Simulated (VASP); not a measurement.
Wanted: the native input for a VASP 6.6.1 run.

* Task: relaxation of cell and atoms
* Functional: r2SCAN
* Potentials or basis: VASP PAW PBE potentials, release 64 (Si)
* Cutoff: 600 eV
* k mesh: 18 × 18 × 15
* Occupations: methfessel-paxton, width 0.1 eV
* Spin: no spin polarisation
* Target pressure: 15.8 GPa
* Further INCAR settings: ALGO = Normal; EDIFF = 1e-06; IBRION = 2; EDIFFG = -0.01; NSW = 90; ISIF = 3
* Target pressure: 15.8 GPa

The structure of Si lies in POSCAR:

```
Si
1.0
    2.6205428149      0.0000000000      0.0000000000
   -1.3102714075      2.2694566494      0.0000000000
    0.0000000000      0.0000000000      2.4663543900
Si
1
Direct
    0.0000000000      0.0000000000      0.0000000000
```

This isn't the form of Si at room conditions, which is diamond.

The input as run:

INCAR

```
SYSTEM = Si
PREC = Accurate ; ENCUT = 600
EDIFF = 1E-6 ; ISMEAR = 1
SIGMA = 0.1 ; LREAL = .False.
LASPH = .True. ; NELM = 80
ALGO = Normal ; ISIF = 3
LWAVE = .False. ; LCHARG = .False.
METAGGA = R2SCAN ; LMIXTAU = .True.
IBRION = 2 ; NSW = 90
EDIFFG = -0.01 ; PSTRESS = 158.0
```

KPOINTS

```
Automatic mesh
0
Gamma
  18 18 15
  0 0 0
```

Potentials or basis: VASP PAW PBE potentials, release 64 (Si).

Command:

```console
$ cat potpaw_PBE.64/Si/POTCAR > POTCAR
$ mpirun -np 1 vasp_std > vasp.out
```

Results of the run:

```json
{
  "Relaxed volume": "13.35 Å³/atom",
  "Relaxed cell": "a = 2.538 Å, b = 2.538 Å, c = 2.394 Å, α = 90.00°, β = 90.00°, γ = 120.00°",
  "Space group after relaxing (to 0.05 Å)": "P6/mmm (No. 191)",
  "Energy change on relaxing (the enthalpy is what falls)": "+67.8 meV/atom",
  "Ionic steps": "6",
  "Pressure after relaxing": "15.8 GPa",
  "Band gap on the k mesh": "none (metal or under the smearing width)"
}
```

Caveat: the cell is relaxed towards a set pressure, so the enthalpy falls and the energy may rise; the PAW data sets were made with another functional, which shifts forces and pressure a little.

It took 2.3 min on 1 thread of Intel(R) Xeon(R) 6975P-C (Granite Rapids), with other jobs on the host, peak memory 0.15 GiB.
